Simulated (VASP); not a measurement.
# Ge: relaxation of cell and atoms with PBEsol

Ge:

```
Ge
1.0
    -2.44628    2.44628    1.38908
     2.44628   -2.44628    1.38908
     2.44628    2.44628   -1.38908
Ge
2
Direct
  0.25000 0.75000 0.50000
  0.50000 0.50000 0.00000
```

This isn't the form of Ge at room conditions, which is diamond.

| Item | Value |
| --- | --- |
| Program | VASP 6.6.1 |
| Task | relaxation of cell and atoms |
| Functional | PBEsol |
| Potentials or basis | VASP PAW PBE potentials, release 64 (Ge_d) |
| Cutoff | 520 eV |
| k mesh | 8 × 8 × 8 |
| Occupations | gaussian, width 0.02 eV |
| Spin | no spin polarisation |
| Target pressure | 9.8 GPa |
| Further INCAR settings | ALGO = Normal; EDIFF = 1e-07; IBRION = 2; EDIFFG = -0.002; NSW = 80; ISIF = 3 |
| Target pressure | 9.8 GPa |

- Relaxed volume: 16.62 Å³/atom
- Relaxed cell: a = 3.727 Å, b = 3.727 Å, c = 3.727 Å, α = 97.98°, β = 97.98°, γ = 136.25°
- Space group after relaxing (to 0.05 Å): I4_1/amd (No. 141)
- Energy change on relaxing (the enthalpy is what falls): +0.5 meV/atom
- Ionic steps: 4
- Pressure after relaxing: 9.8 GPa
- Band gap on the k mesh: none (metal or under the smearing width)

Step by step:
| step | energy change (eV) | largest force (eV/Å) | pressure (GPa) | volume (Å³) |
| --- | --- | --- | --- | --- |
| 1 | 0.0000 | 0.0000 | 9.66 | 33.25 |
| 2 | 0.0045 | 0.0000 | 10.03 | 33.18 |
| 3 | 0.0011 | 0.0000 | 9.82 | 33.23 |
| 4 | 0.0010 | 0.0000 | 9.80 | 33.23 |

Final structure:
```
Ge
1.0
    -2.44590    2.44590    1.38886
     2.44590   -2.44590    1.38886
     2.44590    2.44590   -1.38886
Ge
2
Direct
  0.25000 0.75000 0.50000
  0.50000 0.50000 0.00000
```

Levels at points of the mesh, in eV from the Fermi level:
```tsv
k point	band 12	band 13	band 14	band 15	band 16	band 17
(0.00, 0.00, 0.00)	-2.98	-2.35	-2.35	3.30	8.29	8.50
(0.50, 0.00, 0.00)	-7.01	-2.34	-2.02	-1.75	2.30	4.12
(0.50, 0.50, 0.00)	-11.10	0.95	0.95	2.76	2.76	7.39
(0.50, 0.50, 0.50)	-8.89	-6.54	-6.54	5.65	5.65	13.11
```

Wall time 68 s on 1 thread of Intel(R) Xeon(R) Platinum 8488C (Sapphire Rapids), on a shared host, peak memory 0.17 GiB.

Caveat: the cell is relaxed towards a set pressure, so the enthalpy falls and the energy may rise; the PAW data sets were made with another functional, which shifts forces and pressure a little.
